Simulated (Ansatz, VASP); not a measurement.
## KF in VASP and in Ansatz

```xyz
2
Lattice="3.1286 0.0000 0.0000 0.0000 3.1286 0.0000 0.0000 0.0000 2.9982" Properties=species:S:1:pos:R:3 pbc="T T T"
K     0.0000    0.0000    0.0000
F     1.5643    1.5643    1.4991
```

Change from the starting cell: strain -0.040 along x and y, -0.080 along z, atoms carried along.

Alike in both runs: task single point; functional PBEsol; k mesh 8 × 8 × 8; occupations gaussian, width 0.05 eV; no spin polarisation.

|  | VASP | Ansatz |
| --- | --- | --- |
| version | VASP 6.6.1 | Ansatz 0.2.0 |
| potentials or method | VASP PAW PBE potentials, release 64 (K_sv, F) | scalar-relativistic, plane waves, PAW |
| plane-wave cutoff (eV) | 520 | 420 |
| valence electrons in the cell | 16 | 16 |

Ansatz gave:

| Quantity | Value |
| --- | --- |
| gap on the k mesh at the Fermi level (eV) | 7.24 |
| least direct gap on the mesh (eV) | 7.24 |
| pressure (GPa) | 4.3 |
| largest component of the traceless stress (GPa) | 2.92 |

Q: What did VASP give for the same quantities?

A: gap on the k mesh at the Fermi level (eV): 7.21; least direct gap on the mesh (eV): 7.22; pressure (GPa): 4.5; largest component of the traceless stress (GPa): 2.95.

Caveats: the PAW data sets were made with another functional, which shifts forces and pressure a little (VASP). A k mesh can miss the band edges.
